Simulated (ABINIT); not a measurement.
A run of ABINIT 10.8.3 (patched build):

File run.abi:

```
pp_dirpath "./"
pseudos "Co.GGA_PBE-JTH.xml"

acell 2.4705617809 2.4705617809 8.0882338 Angstrom
rprim
     1.0000000000     0.0000000000     0.0000000000
    -0.5000000000     0.8660254038     0.0000000000
     0.0000000000     0.0000000000     1.0000000000
ntypat 1
znucl 27
natom 4
typat 1 1 1 1
xred
     0.6666666667     0.3333333333     0.7500000000
     0.0000000000     0.0000000000     0.5000000000
     0.3333333333     0.6666666667     0.2500000000
     0.0000000000     0.0000000000     0.0000000000

ecut 26.0
pawecutdg 48.0
pawxcdev 0

kptopt 1
ngkpt 12 12 4
nshiftk 1
shiftk 0.0 0.0 0.0

ixc -116133

nband 43
occopt 3
tsmear 0.05 eV

nsppol 2
spinat
     0.0000000000     0.0000000000     5.0000000000
     0.0000000000     0.0000000000     5.0000000000
     0.0000000000     0.0000000000     5.0000000000
     0.0000000000     0.0000000000     5.0000000000

nstep 100
tolvrs 1.0e-9

iomode 3
prtwf 0
prtden 0
prteig 0
prtebands 0
```

Potentials or basis: JTH PAW PBE v2.0.

Launch:

```sh
$ abinit run.abi > log 2>&1
```

Hardware: 1 thread of Arm Neoverse V2, on a shared host.

Task: How long does it take, and how much memory?

Result: Run time: 10 min on 1 thread of Arm Neoverse V2, with other jobs on the host, peak memory 0.32 GiB. Counts: scf iterations 25, mpi ranks 1, k points 57, bands 43, plane waves 1865.
